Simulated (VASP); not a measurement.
A run of VASP 6.6.1 is set up as follows.

File INCAR:

```
ALGO = Normal
EDIFF = 1E-6
ENCUT = 520
GGA_COMPAT = False
ISIF = 2
ISMEAR = -1
LASPH = True
LCHARG = False
LMIXTAU = True
LORBIT = 11
LREAL = False
LSORBIT = True
LWAVE = False
MAGMOM = 0 0 0 0 0 0
METAGGA = R2SCAN
NELM = 60
PREC = Accurate
SIGMA = 0.05
```

The input KPOINTS:

```
k-points
0
Gamma
  6 6 6
```

POSCAR

```
BeTe
1.0
    0.0000000000      2.7700000000      2.7700000000
    2.7700000000      0.0000000000      2.7700000000
    2.7700000000      2.7700000000      0.0000000000
Te Be
1 1
Direct
    0.7500000000      0.7500000000      0.7500000000
    0.0000000000      0.0000000000      0.0000000000
```

File KPOINTS_OPT:

```
path GXWKGLUWLK,UX
20
line-mode
reciprocal
 0.0000000000  0.0000000000  0.0000000000  G
 0.5000000000  0.0000000000  0.5000000000  X

 0.5000000000  0.0000000000  0.5000000000  X
 0.5000000000  0.2500000000  0.7500000000  W

 0.5000000000  0.2500000000  0.7500000000  W
 0.3750000000  0.3750000000  0.7500000000  K

 0.3750000000  0.3750000000  0.7500000000  K
 0.0000000000  0.0000000000  0.0000000000  G

 0.0000000000  0.0000000000  0.0000000000  G
 0.5000000000  0.5000000000  0.5000000000  L

 0.5000000000  0.5000000000  0.5000000000  L
 0.6250000000  0.2500000000  0.6250000000  U

 0.6250000000  0.2500000000  0.6250000000  U
 0.5000000000  0.2500000000  0.7500000000  W

 0.5000000000  0.2500000000  0.7500000000  W
 0.5000000000  0.5000000000  0.5000000000  L

 0.5000000000  0.5000000000  0.5000000000  L
 0.3750000000  0.3750000000  0.7500000000  K

 0.6250000000  0.2500000000  0.6250000000  U
 0.5000000000  0.0000000000  0.5000000000  X
```

Potentials or basis: VASP PAW PBE potentials, release 64 (Te, Be).

Launch:

```bash
$ cat potpaw_PBE.64/Te/POTCAR potpaw_PBE.64/Be/POTCAR > POTCAR
$ mpirun -np 1 vasp_ncl > vasp.out
```

(1) Predict the pressure.

Answers

(1) 4.5 GPa.

Caveat: the PAW data sets were made with another functional, which shifts forces and pressure a little.
